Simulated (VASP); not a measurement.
Input of a VASP 6.6.1 run:

The input INCAR:

```
PREC = Accurate
ENCUT = 520
EDIFF = 1E-7
ISMEAR = 0
SIGMA = 0.02
LREAL = F
LASPH = T
NELM = 100
ALGO = Normal
ISIF = 3
LWAVE = F
LCHARG = F
GGA = PE
IVDW = 12
IBRION = 2
NSW = 80
EDIFFG = -0.002
KPAR = 4
```

File KPOINTS:

```
regular mesh
0
Gamma
  12 12 6
```

Contents of POSCAR:

```
ZnO
1.0
    3.2493080000      0.0000000000      0.0000000000
   -1.6246540000      2.8139832700      0.0000000000
    0.0000000000      0.0000000000      5.2057090000
Zn O
2 2
Direct
    0.3333333300      0.6666666700      0.5000000000
    0.6666666700      0.3333333300      0.0000000000
    0.6666666700      0.3333333300      0.3790100000
    0.3333333300      0.6666666700      0.8790100000
```

Potentials or basis: VASP PAW PBE potentials, release 64 (Zn, O).

Launch:

```bash
$ cat potpaw_PBE.64/Zn/POTCAR potpaw_PBE.64/O/POTCAR > POTCAR
$ mpirun -np 4 vasp_std > vasp.out
```

**Question.** Predict the band gap on the k mesh.

**Answer.** 0.75 eV, direct.

**Question.** What does it give for the space group after relaxing (to 0.05 Å)?

**Answer.** P6_3mc (No. 186).

**Question.** What does it give for the relaxed cell?

**Answer.** a = 3.263 Å, b = 3.263 Å, c = 5.268 Å, α = 90.00°, β = 90.00°, γ = 120.00°.

Step by step:
| step | energy change (eV) | largest force (eV/Å) | pressure (GPa) | volume (Å³) |
| --- | --- | --- | --- | --- |
| 1 | 0.0000 | 0.0723 | 2.92 | 47.60 |
| 2 | -0.0071 | 0.0340 | -1.51 | 49.11 |
| 3 | -0.0098 | 0.0021 | -0.01 | 48.58 |
| 4 | -0.0098 | 0.0032 | -0.08 | 48.60 |
| 5 | -0.0098 | 0.0127 | -0.02 | 48.58 |
| 6 | -0.0098 | 0.0164 | -0.02 | 48.57 |
| 7 | -0.0099 | 0.0101 | 0.05 | 48.56 |
| 8 | -0.0099 | 0.0048 | 0.06 | 48.54 |
| 9 | -0.0099 | 0.0060 | 0.17 | 48.51 |
| 10 | -0.0099 | 0.0011 | 0.09 | 48.53 |
| 11 | -0.0099 | 0.0018 | -0.04 | 48.58 |
| 12 | -0.0099 | 0.0014 | -0.01 | 48.57 |
| 13 | -0.0099 | 0.0011 | 0.02 | 48.57 |
| 14 | -0.0099 | 0.0012 | 0.00 | 48.57 |

Zero-point motion and thermal expansion aren't in these numbers.
